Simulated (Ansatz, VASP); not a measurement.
# Al2O3 in VASP and in Ansatz

INCAR

```
SYSTEM = Al2O3
ALGO = Fast
EDIFF = 1E-6
EDIFFG = -0.005
ENCUT = 600
GGA = PE
IBRION = 2
ISIF = 3
ISMEAR = -1
IVDW = 13
LASPH = .TRUE.
LCHARG = .FALSE.
LREAL = .FALSE.
LWAVE = .FALSE.
NELM = 80
NSW = 40
PREC = Accurate
SIGMA = 0.05
```

Contents of KPOINTS:

```
k-points
0
G
  8 8 3
  0 0 0
```

The input POSCAR:

```
Al2O3
1.0
    2.8843249483      0.0000000000      0.0000000000
   -1.4421624742      2.4978986780      0.0000000000
    0.0000000000      0.0000000000      9.3367544600
Al O
2 3
Direct
    0.0000000000      0.0000000000      0.8500076700
    0.0000000000      0.0000000000      0.1499923300
    0.3333333333      0.6666666667      0.7776830800
    0.6666666667      0.3333333333      0.0000000000
    0.3333333333      0.6666666667      0.2223169200
```

input.yaml

```yaml
crystal:
  lattice:
    - [2.8843249483, 0.0, 0.0]
    - [-1.4421624742, 2.497898678, 0.0]
    - [0.0, 0.0, 9.33675446]
  atoms:
    - { symbol: Al, position: [0.0, 0.0, 0.85000767] }
    - { symbol: Al, position: [0.0, 0.0, 0.14999233] }
    - { symbol: O, position: [0.3333333333, 0.6666666667, 0.77768308] }
    - { symbol: O, position: [0.6666666667, 0.3333333333, 0.0] }
    - { symbol: O, position: [0.3333333333, 0.6666666667, 0.22231692] }
hamiltonian:
  xc: pbe
  pseudopotentials: { kind: paw }
  dispersion: d4
kpoints:
  mp_grid: { grid: [8, 8, 3] }
scf:
  occupations: { method: fermi_dirac, width: 0.05 }
output:
  forces: true
  stress: true
  eigenvalues: true
relax:
  f_tol: 0.01
  max_steps: 40
  cell: { stress_tol: 0.05 }
```

Measurements of this composition are mostly on another form, of space group No. 167.

Alike in both runs: task relaxation of cell and atoms; functional PBE; dispersion D4; k mesh 8 × 8 × 3; occupations fermi-dirac, width 0.05 eV; no spin polarisation.

|  | VASP | Ansatz |
| --- | --- | --- |
| version | VASP 6.6.1 | Ansatz 0.2.0 |
| potentials or method | VASP PAW PBE potentials, release 64 (Al, O) | Ansatz PAW |
| plane-wave cutoff (eV) | 600 | 420 |
| valence electrons in the cell | 24 | 24 |

|  | VASP | Ansatz | Ansatz less VASP |
| --- | --- | --- | --- |
| gap on the k mesh at the Fermi level, each at its own relaxed structure (eV) | 4.57 | 4.58 | +0.014 |
| relaxed volume (Å³/atom) | 10.35 | 10.36 | +0.012 |
| relaxed cell length with the largest relative difference (Å) | 7.273 | 7.281 | +0.0087 |
| energy change over the relaxation (meV/atom) | -25 | -20 | +5.5 |

Caveats: the volume moved by over 15 % at a fixed basis, so the end points are rough; an odd mesh through Γ misses points on the zone boundary, where band edges often lie (VASP); odd divisions of the mesh miss points on the zone boundary, where band edges often lie, so the gap on the mesh can be too wide (Ansatz); the plane-wave basis is chosen anew once the cell has moved, so the energies of steps on either side of that aren't comparable (Ansatz); the pressure holds a Pulay correction of +0.7 GPa for the finite cutoff (Ansatz).
